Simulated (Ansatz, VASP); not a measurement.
NaCl: VASP beside Ansatz

INCAR

```
SYSTEM = NaCl
PREC     = Accurate       ! precision mode
ENCUT    = 520            ! plane-wave cutoff, eV
EDIFF    = 1E-6           ! SCF threshold, eV
ISMEAR   = 0              ! smearing method
SIGMA    = 0.02           ! smearing width, eV
LREAL    = .FALSE.        ! projectors in reciprocal space
LASPH    = .TRUE.         ! aspherical terms in the spheres
NELM     = 60             ! most SCF steps
ALGO     = Normal         ! electronic algorithm
ISIF     = 2              ! what is computed and relaxed
LWAVE    = .FALSE.        ! write WAVECAR
LCHARG   = .TRUE.         ! write CHGCAR
GGA      = PE             ! functional
LELF     = .TRUE.         ! ELF
LVHAR    = .TRUE.       
NBANDS   = 14             ! bands
```

KPOINTS

```
Automatic mesh
0
G
  6 6 6
  0 0 0
```

The input POSCAR:

```
NaCl
1.0
    3.6181464370      0.0000000000      0.0000000000
    0.0000000000      3.6181464370      0.0000000000
    0.0000000000      0.0000000000      3.6181464370
Na Cl
1 1
Direct
    0.0000000000      0.0000000000      0.0000000000
    0.5000000000      0.5000000000      0.5000000000
```

Input for Ansatz:

```yaml
crystal:
  lattice:
    - [3.618146437, 0.0, 0.0]
    - [0.0, 3.618146437, 0.0]
    - [0.0, 0.0, 3.618146437]
  atoms:
    - { symbol: Na, position: [0.0, 0.0, 0.0] }
    - { symbol: Cl, position: [0.5, 0.5, 0.5] }
basis:
  ecutwfc: 420
kpoints:
  mp_grid: { grid: [6, 6, 6] }
hamiltonian:
  xc: pbe
scf:
  occupations: { method: gaussian, width: 0.02 }
output:
  forces: true
  stress: true
  eigenvalues: true
  write_density: true
  write_potential: true
  elf: true
  volumetric_format: npy
```

Alike in both runs: task single point; functional PBE; k mesh 6 × 6 × 6; occupations gaussian, width 0.02 eV; no spin polarisation.

|  | VASP | Ansatz |
| --- | --- | --- |
| version | VASP 6.6.1 | Ansatz 0.2.0 |
| potentials or method | VASP PAW PBE potentials, release 64 (Na_pv, Cl) | scalar-relativistic, plane waves, PAW |
| plane-wave cutoff (eV) | 520 | 420 |
| valence electrons in the cell | 14 | 16 |

```csv
,VASP,Ansatz,Ansatz less VASP
gap on the k mesh at the Fermi level (eV),3.68,3.68,0.000
least direct gap on the mesh (eV),4.09,4.09,0.000
pressure (GPa),-2.0,-1.9,+0.04
```

The functional is the same, so the differences come from potentials, cutoffs and numerics. The two sets of potentials don't hold the same shells in valence.

A k mesh can miss the band edges.
